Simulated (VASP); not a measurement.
# HfC (P6_3/mmc) in VASP: further runs, part 2 of 3

VASP 6.6.1. The steps go on from the part before.

### 3 Equation of state, PBEsol, 11.83 Å³/atom (volume scaled by 0.94)

INCAR

```
PREC = Accurate ; ENCUT = 520
EDIFF = 1E-7 ; ISMEAR = -1
SIGMA = 0.05 ; LREAL = F
LASPH = T ; NELM = 60
ALGO = Normal ; ISIF = 2
LWAVE = F ; LCHARG = F
GGA = PS ; NBANDS = 22
```

KPOINTS

```
regular mesh
0
Gamma
  9 9 5
```

POSCAR

```
HfC
1.0
    3.2746251489      0.0000000000      0.0000000000
   -1.6373125744      2.8359085668      0.0000000000
    0.0000000000      0.0000000000      5.0965063620
Hf C
2 2
Direct
    0.3333333333      0.6666666667      0.2500000000
    0.6666666667      0.3333333333      0.7500000000
    0.0000000000      0.0000000000      0.5000000000
    0.0000000000      0.0000000000      0.0000000000
```

Potentials or basis: VASP PAW PBE potentials, release 64 (Hf_pv, C).

Run with:

```
$ cat potpaw_PBE.64/Hf_pv/POTCAR potpaw_PBE.64/C/POTCAR > POTCAR
$ mpirun -np 1 vasp_std > vasp.out
```

OUTCAR:

```text
PREC = Accurate
   ENCUT = 520
   EDIFF = 1E-7
   ISMEAR = -1
   LREAL = F
   LASPH = T
   NELM = 60
   ISIF = 2
   GGA = PS

 Found     36 irreducible k-points:

 Following reciprocal coordinates:
            Coordinates               Weight
  0.000000  0.000000  0.000000      1.000000
  0.111111  0.000000  0.000000      6.000000
  0.222222 -0.000000  0.000000      6.000000
  0.333333 -0.000000  0.000000      6.000000
[... 228 lines left out ...]

  FORCE on cell =-STRESS in cart. coord.  units (eV):
  Direction    XX          YY          ZZ          XY          YZ          ZX
  --------------------------------------------------------------------------------------
  -------------------------------------------------------------------------------------
  Total        2.0345206      2.0345206      2.6905270      0.0000000      0.0000000      0.0000000
  in kB       68.8725711     68.8725711     91.0796925      0.0000000      0.0000000      0.0000000
  external PRESSURE =      76.2749449 kB  Pullay stress =       0.0000000 kB

 VOLUME and BASIS-vectors are now :
 -----------------------------------------------------------------------------
  energy-cutoff  :      520.00
  volume of cell :       47.33
      direct lattice vectors                 reciprocal lattice vectors
     3.274625149  0.000000000  0.000000000     0.305378465  0.176310339  0.000000000
    -1.637312574  2.835908567  0.000000000     0.000000000  0.352620677  0.000000000
     0.000000000  0.000000000  5.096506362     0.000000000  0.000000000  0.196212842

 POSITION                                       TOTAL-FORCE (eV/Angst)
 -----------------------------------------------------------------------------------
     -0.00000      1.89061      1.27413         0.000000     -0.000000      0.000000
      1.63731      0.94530      3.82238        -0.000000      0.000000      0.000000
      0.00000      0.00000      2.54825        -0.000000      0.000000      0.000000
      0.00000      0.00000      0.00000        -0.000000      0.000000      0.000000
 -----------------------------------------------------------------------------------
    total drift:                               -0.000000      0.000000     -0.000000

  FREE ENERGIE OF THE ION-ELECTRON SYSTEM (eV)
  ---------------------------------------------------
  free  energy   TOTEN  =       -43.6039963297 eV

  energy  without entropy=      -43.5987674229  energy(sigma->0) =      -43.60138188
```

Run time: 22 s. Hardware: 1 thread of Intel Xeon Platinum 8375C at 2.90GHz (Ice Lake), shared host; peak memory 0.18 GiB.

Results:

* Free energy: -43.6040 eV
* Pressure: 7.6 GPa
* Band gap on the k mesh: none (metal or under the smearing width)

Caveat: the PAW data sets were made with another functional, which shifts forces and pressure a little.

### 4 Equation of state, PBEsol, 12.08 Å³/atom (volume scaled by 0.96)

INCAR is that of step 3.

KPOINTS is that of step 3.

POSCAR

```
HfC
1.0
    3.2976866492      0.0000000000      0.0000000000
   -1.6488433246      2.8558804119      0.0000000000
    0.0000000000      0.0000000000      5.1323984344
Hf C
2 2
Direct
    0.3333333333      0.6666666667      0.2500000000
    0.6666666667      0.3333333333      0.7500000000
    0.0000000000      0.0000000000      0.5000000000
    0.0000000000      0.0000000000      0.0000000000
```

Run with:

```
$ cat potpaw_PBE.64/Hf_pv/POTCAR potpaw_PBE.64/C/POTCAR > POTCAR
$ mpirun -np 1 vasp_std > vasp.out
```

It took 35 s on 1 thread of Intel Xeon Platinum 8375C at 2.90GHz (Ice Lake), shared host; peak memory 0.19 GiB.

The run converged. Its results:

```
Free energy            : -43.6339 eV
Pressure               : 1.9 GPa
Band gap on the k mesh : none (metal or under the smearing width)
```

Caveat: the PAW data sets were made with another functional, which shifts forces and pressure a little.

### 5 Equation of state, PBEsol, 12.34 Å³/atom (volume scaled by 0.98)

INCAR is that of step 4.

KPOINTS is that of step 4.

POSCAR

```
HfC
1.0
    3.3204300345      0.0000000000      0.0000000000
   -1.6602150172      2.8755767613      0.0000000000
    0.0000000000      0.0000000000      5.1677954043
Hf C
2 2
Direct
    0.3333333333      0.6666666667      0.2500000000
    0.6666666667      0.3333333333      0.7500000000
    0.0000000000      0.0000000000      0.5000000000
    0.0000000000      0.0000000000      0.0000000000
```

Run with:

```
$ cat potpaw_PBE.64/Hf_pv/POTCAR potpaw_PBE.64/C/POTCAR > POTCAR
$ mpirun -np 1 vasp_std > vasp.out
```

It took 33 s on 1 thread of Intel Xeon Platinum 8375C at 2.90GHz (Ice Lake), shared host; peak memory 0.2 GiB.

It converged, with:

| Item | Value |
| --- | --- |
| Free energy | -43.6298 eV |
| Pressure | -3.2 GPa |
| Band gap on the k mesh | none (metal or under the smearing width) |

Caveat: the PAW data sets were made with another functional, which shifts forces and pressure a little.

### 6 Equation of state, PBEsol, 12.84 Å³/atom (volume scaled by 1.02)

INCAR is that of step 5.

KPOINTS is that of step 5.

POSCAR

```
HfC
1.0
    3.3650048841      0.0000000000      0.0000000000
   -1.6825024420      2.9141797134      0.0000000000
    0.0000000000      0.0000000000      5.2371700637
Hf C
2 2
Direct
    0.3333333333      0.6666666667      0.2500000000
    0.6666666667      0.3333333333      0.7500000000
    0.0000000000      0.0000000000      0.5000000000
    0.0000000000      0.0000000000      0.0000000000
```

Potentials or basis: VASP PAW PBE potentials, release 64 (Hf_pv, C).

Run with:

```
$ cat potpaw_PBE.64/Hf_pv/POTCAR potpaw_PBE.64/C/POTCAR > POTCAR
$ mpirun -np 1 vasp_std > vasp.out
```

Wall time 42 s (1 thread of Intel Xeon Platinum 8375C at 2.90GHz (Ice Lake), shared host); peak memory 0.2 GiB.

The run converged. Its results:

| Item | Value |
| --- | --- |
| Free energy | -43.5322 eV |
| Pressure | -12.1 GPa |
| Band gap on the k mesh | none (metal or under the smearing width) |

Caveat: the PAW data sets were made with another functional, which shifts forces and pressure a little.

### 7 Equation of state, PBEsol, 13.09 Å³/atom (volume scaled by 1.04)

INCAR is that of step 6.

KPOINTS is that of step 6.

POSCAR

```
HfC
1.0
    3.3868561774      0.0000000000      0.0000000000
   -1.6934280887      2.9331034886      0.0000000000
    0.0000000000      0.0000000000      5.2711786145
Hf C
2 2
Direct
    0.3333333333      0.6666666667      0.2500000000
    0.6666666667      0.3333333333      0.7500000000
    0.0000000000      0.0000000000      0.5000000000
    0.0000000000      0.0000000000      0.0000000000
```

Run with:

```
$ cat potpaw_PBE.64/Hf_pv/POTCAR potpaw_PBE.64/C/POTCAR > POTCAR
$ mpirun -np 1 vasp_std > vasp.out
```

Wall time 46 s (1 thread of Intel Xeon Platinum 8375C at 2.90GHz (Ice Lake), shared host); peak memory 0.19 GiB.

Results (log left out):

| Property | Result |
| --- | --- |
| Free energy | -43.4447 eV |
| Pressure | -15.8 GPa |
| Band gap on the k mesh | none (metal or under the smearing width) |

Caveat: the PAW data sets were made with another functional, which shifts forces and pressure a little.

### 8 Equation of state, PBEsol, 13.34 Å³/atom (volume scaled by 1.06)

INCAR is that of step 7.

KPOINTS is that of step 7.

POSCAR

```
HfC
1.0
    3.4084290914      0.0000000000      0.0000000000
   -1.7042145456      2.9517861801      0.0000000000
    0.0000000000      0.0000000000      5.3047539058
Hf C
2 2
Direct
    0.3333333333      0.6666666667      0.2500000000
    0.6666666667      0.3333333333      0.7500000000
    0.0000000000      0.0000000000      0.5000000000
    0.0000000000      0.0000000000      0.0000000000
```

Run with:

```
$ cat potpaw_PBE.64/Hf_pv/POTCAR potpaw_PBE.64/C/POTCAR > POTCAR
$ mpirun -np 1 vasp_std > vasp.out
```

Wall time 53 s (1 thread of Intel Xeon Platinum 8375C at 2.90GHz (Ice Lake), shared host); peak memory 0.2 GiB.

Results (log left out):

```yaml
Free_energy: -43.3348 eV
Pressure: -19.2 GPa
Band_gap_on_the_k_mesh: none (metal or under the smearing width)
```

Caveat: the PAW data sets were made with another functional, which shifts forces and pressure a little.

### 9 Single point, PBEsol (atoms moved at random, drawn with an rms of 0.05 Å)

INCAR is that of step 8.

KPOINTS is that of step 8.

POSCAR

```
HfC
1.0
    3.3428660531      0.0000000000      0.0000000000
   -1.6714330265      2.8950069234      0.0000000000
    0.0000000000      0.0000000000      5.2027140000
Hf C
2 2
Direct
    0.3387840000      0.6665510000      0.2562210000
    0.6766480000      0.3424410000      0.7491100000
    0.0096910000      0.0067720000      0.4996400000
    0.0012890000     -0.0052170000      0.0030640000
```

Potentials or basis: VASP PAW PBE potentials, release 64 (Hf_pv, C).

Run with:

```
$ cat potpaw_PBE.64/Hf_pv/POTCAR potpaw_PBE.64/C/POTCAR > POTCAR
$ mpirun -np 1 vasp_std > vasp.out
```

Run time: 3.9 min. Hardware: 1 thread of Intel Xeon Platinum 8375C at 2.90GHz (Ice Lake), shared host; peak memory 0.33 GiB.

Results (log left out):

```yaml
Free_energy: -43.5755 eV
Pressure: -7.7 GPa
Largest_force: 0.642 eV/Å
Band_gap_on_the_k_mesh: none (metal or under the smearing width)
```

Forces on the atoms (eV/Å):
```
Hf  -0.020  0.043 -0.615
Hf  -0.013 -0.355  0.536
C   -0.018 -0.003  0.172
C    0.052  0.314 -0.092
```

Stress tensor (GPa, compression positive):
```
-8.71  0.00 -0.01
 0.00 -8.78 -0.10
-0.01 -0.10 -5.70
```

Levels at points of the mesh, in eV from the Fermi level:
| k point | band 11 | band 12 | band 13 | band 14 | band 15 | band 16 | band 17 | band 18 |
| --- | --- | --- | --- | --- | --- | --- | --- | --- |
| (0.00, 0.00, 0.00) | -3.06 | -1.23 | -1.08 | 1.01 | 1.41 | 1.46 | 1.89 | 1.99 |

Caveat: the PAW data sets were made with another functional, which shifts forces and pressure a little. The run has no spin-orbit coupling, so splittings on Hf are missing.

### 10 Equation of state, PBEsol

No new run: the results of the series are fitted here.

What came out:

- Equilibrium volume: 12.18 Å³/atom
- Bulk modulus at fixed shape and positions: 253 GPa
- Pressure derivative of the bulk modulus: 4.1

Energy against volume, from the lowest point:
```tsv
volume (Å³/atom)	energy (meV/atom)
11.832	7.49
12.084	0.00
12.336	1.05
12.587	9.78
12.839	25.42
13.091	47.30
13.343	74.78
```

Caveat: the cell was scaled at fixed shape and fractional positions, which overstates the stiffness of a crystal with free parameters, most of all of layers and chains; the PAW data sets were made with another functional, which shifts forces and pressure a little.

### 11 Single point, PBE

INCAR

```
SYSTEM = HfC
PREC     = Accurate       ! precision mode
ENCUT    = 520            ! plane-wave cutoff, eV
EDIFF    = 1E-7           ! SCF threshold, eV
ISMEAR   = -1             ! smearing method
SIGMA    = 0.05           ! smearing width, eV
LREAL    = .False.        ! projectors in reciprocal space
LASPH    = .True.         ! aspherical terms in the spheres
NELM     = 100            ! most SCF steps
ALGO     = Normal         ! electronic algorithm
ISIF     = 2              ! what is computed and relaxed
LWAVE    = .False.        ! write WAVECAR
LCHARG   = .False.        ! write CHGCAR
GGA      = PE             ! functional
NBANDS   = 22             ! bands
```

KPOINTS

```
Automatic mesh
0
Gamma
  9 9 5
  0 0 0
```

POSCAR

```
HfC
1.0
    3.3428660531      0.0000000000      0.0000000000
   -1.6714330265      2.8950069234      0.0000000000
    0.0000000000      0.0000000000      5.2027140000
Hf C
2 2
Direct
    0.3333333333      0.6666666667      0.2500000000
    0.6666666667      0.3333333333      0.7500000000
    0.0000000000      0.0000000000      0.5000000000
    0.0000000000      0.0000000000      0.0000000000
```

Potentials or basis: VASP PAW PBE potentials, release 64 (Hf_pv, C).

Run with:

```
$ cat potpaw_PBE.64/Hf_pv/POTCAR potpaw_PBE.64/C/POTCAR > POTCAR
$ mpirun -np 1 vasp_std > vasp.out
```

OUTCAR:

```text
SYSTEM = HfC
   PREC = Accurate
   ENCUT = 520
   EDIFF = 1E-7
   ISMEAR = -1
   LREAL = .False.
   LASPH = .True.
   NELM = 100
   ISIF = 2
   GGA = PE

 ion  position               nearest neighbor table
   1  0.333  0.667  0.250-   3 2.33   4 2.33   3 2.33   4 2.33   3 2.33   4 2.33   2 3.24   2 3.24
                             2 3.24   2 3.24   2 3.24   2 3.24
   2  0.667  0.333  0.750-   3 2.33   4 2.33   3 2.33   4 2.33   3 2.33   4 2.33   1 3.24   1 3.24
                             1 3.24   1 3.24   1 3.24   1 3.24
   3  0.000  0.000  0.500-   1 2.33   2 2.33   1 2.33   2 2.33   2 2.33   1 2.33
   4  0.000  0.000  0.000-   1 2.33   2 2.33   1 2.33   2 2.33   2 2.33   1 2.33

[... 805 lines left out ...]
  -------------------------------------------------------------------------------------
  Total       -0.8693625     -0.8693625      0.4195696     -0.0000000      0.0000000      0.0000000
  in kB      -27.6638700    -27.6638700     13.3510692     -0.0000000      0.0000000      0.0000000
  external PRESSURE =     -13.9922236 kB  Pullay stress =       0.0000000 kB

 VOLUME and BASIS-vectors are now :
 -----------------------------------------------------------------------------
  energy-cutoff  :      520.00
  volume of cell :       50.35
      direct lattice vectors                 reciprocal lattice vectors
     3.342866053  0.000000000  0.000000000     0.299144502  0.172711159  0.000000000
    -1.671433026  2.895006923  0.000000000     0.000000000  0.345422317  0.000000000
     0.000000000  0.000000000  5.202714000     0.000000000  0.000000000  0.192207375

 POSITION                                       TOTAL-FORCE (eV/Angst)
 -----------------------------------------------------------------------------------
     -0.00000      1.93000      1.30068        -0.000000      0.000000      0.000000
      1.67143      0.96500      3.90204         0.000000     -0.000000      0.000000
      0.00000      0.00000      2.60136        -0.000000     -0.000000      0.000000
      0.00000      0.00000      0.00000        -0.000000     -0.000000      0.000000
 -----------------------------------------------------------------------------------
    total drift:                               -0.000000      0.000000     -0.000000

  FREE ENERGIE OF THE ION-ELECTRON SYSTEM (eV)
  ---------------------------------------------------
  free  energy   TOTEN  =       -41.2906516137 eV

  energy  without entropy=      -41.2860010021  energy(sigma->0) =      -41.28832631
```

stdout:

```text
POSCAR found type information on POSCAR HfC
 POSCAR found :  2 types and       4 ions
 scaLAPACK will be used
 LDA part: xc-table for (Slater+PW92), standard interpolation
 POSCAR, INCAR and KPOINTS ok, starting setup
 FFT: planning ... GRIDC
 FFT: planning ... GRID_SOFT
 FFT: planning ... GRID
 WAVECAR not read
 entering main loop
```

Wall time 27 s (1 thread of Intel Xeon Platinum 8559C (Emerald Rapids), shared host); peak memory 0.19 GiB.

Results:

| Item | Value |
| --- | --- |
| Free energy | -41.2907 eV |
| Pressure | -1.4 GPa |
| Band gap on the k mesh | none (metal or under the smearing width) |

The run has no spin-orbit coupling, so splittings on Hf are missing.

(Part 2 of 3 ends here.)
